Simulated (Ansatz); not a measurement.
Hg: what changed settings do

The reference input for Ansatz (plane-wave DFT with PAW):

```yaml
crystal:
  lattice:
    - [2.2339762741, -2.0458582601, 0.0]
    - [2.2339762741, 2.0458582601, 0.0]
    - [-0.3487351701, 0.0, 3.0398006871]
  atoms:
    - { symbol: Hg, position: [0.5, 0.5, 0.5] }
basis:
  ecutwfc: 420
kpoints:
  mp_grid: { grid: [6, 6, 6] }
hamiltonian:
  xc: pbe
scf:
  occupations: { method: gaussian, width: 0.1 }
output:
  forces: true
  stress: true
  eigenvalues: true
```

Command:

```bash
ansatz run input.yaml --threads 1 --pin off --max-ram 1331MiB --backend cpu --events-out ev --progress --plain --runs-dir out
```

The run converges in 6 SCF iterations on 68 irreducible k-points: pressure 0.43 GPa, no gap.

The inputs are trials, many of them unsound on purpose. Their numbers show the effect of the settings and aren't properties of the material. Each trial's input is given as a difference from the reference's; energies are extrapolated to zero smearing where there is one, and pressure is positive in compression.

Trial 1:

```diff
 basis:
-  ecutwfc: 420
+  ecutwfc: "8 Ha"
+  ecutrho_ratio: 10
 kpoints:
-  mp_grid: { grid: [6, 6, 6] }
+  mp_grid: { grid: [3, 6, 1], shift: [0, 0, 0.5] }
 scf:
+  mixing: { algorithm: anderson, preconditioner: kerker_dos }
+  initial_density: { chi_scale: 0, normalization: atom }
+  convergence: { dr2_threshold: "1e-8 eV" }
+  max_iter: 56
 output:
+  dos: { projected: true }
```

What happens?

The run converges in 10 SCF iterations on 10 irreducible k-points: energy 9.60 eV per atom above the reference, pressure 28.94 GPa (unreliable at so low a cutoff), no gap. It warns that the cutoff lies under the recommended one, 420 eV for these potentials; that the SCF threshold is loose for the stress; that the mesh lowers the symmetry.

Trial 2:

```diff
 hamiltonian:
+  hubbard: { sites: [{ species: Hg, l: d, u: 8.8, j: 0.41 }] }
```

What happens?

The run converges in 7 SCF iterations on 68 irreducible k-points: pressure 1.50 GPa, no gap. It warns that the count of filled bands differs between k-points. Under a U the state reached may not be the lowest.